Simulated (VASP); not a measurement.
# Bi: single point with PBE

The system is Bi.

```
Bi
1.0
     4.15751   -2.38504    0.05747
     4.15751    2.38504    0.05747
    -0.07437    0.00000    5.29583
Bi
3
Direct
  0.66667 0.66667 0.66667
  0.33333 0.33333 0.33333
  0.00000 0.00000 0.00000
```

The cell was built by a generator and needn't be a form met in nature.

```
Program             : VASP 6.6.1
Task                : single point
Functional          : PBE
Potentials or basis : VASP PAW PBE potentials, release 64 (Bi_d)
Cutoff              : 520 eV
k mesh              : 4 × 4 × 4
Occupations         : gaussian, width 0.1 eV
Spin                : no spin polarisation
```

```json
{
  "Pressure": "-0.2 GPa",
  "Band gap on the k mesh": "none (metal or under the smearing width)"
}
```

Stress tensor (GPa, compression positive):
```
-0.30  0.00 -0.02
 0.00 -0.20  0.00
-0.02  0.00  0.04
```

Levels at points of the mesh, in eV from the Fermi level:
| k point | band 19 | band 20 | band 21 | band 22 | band 23 | band 24 | band 25 | band 26 | band 27 | band 28 |
| --- | --- | --- | --- | --- | --- | --- | --- | --- | --- | --- |
| (0.00, 0.00, 0.00) | -1.34 | -1.34 | -1.32 | -1.32 | -1.00 | -1.00 | 2.79 | 3.20 | 3.23 | 5.97 |
| (0.50, 0.00, 0.00) | -3.44 | -2.70 | -2.37 | -2.37 | 1.51 | 1.51 | 1.87 | 1.87 | 2.76 | 6.48 |
| (0.50, 0.50, 0.00) | -3.40 | -2.73 | -2.36 | -2.36 | 1.56 | 1.56 | 1.89 | 1.89 | 2.76 | 6.40 |
| (0.00, 0.00, 0.50) | -1.70 | -1.69 | -0.76 | -0.03 | -0.03 | 0.59 | 0.59 | 0.61 | 0.61 | 4.89 |
| (0.50, 0.00, 0.50) | -4.91 | -1.98 | -1.98 | -1.90 | -1.90 | 3.15 | 3.15 | 4.56 | 4.89 | 6.54 |
| (0.50, 0.50, 0.50) | -4.90 | -1.94 | -1.94 | -1.87 | -1.87 | 3.14 | 3.14 | 4.58 | 4.86 | 6.51 |

Wall time 34 s on 1 thread of AMD EPYC 9R14 (Zen 4), on a shared host, peak memory 0.2 GiB.

Caveat: the k mesh is coarse (spacing up to 0.38 Å⁻¹), so the values aren't converged; spin-orbit coupling is left out, which moves the levels of the heavy elements.
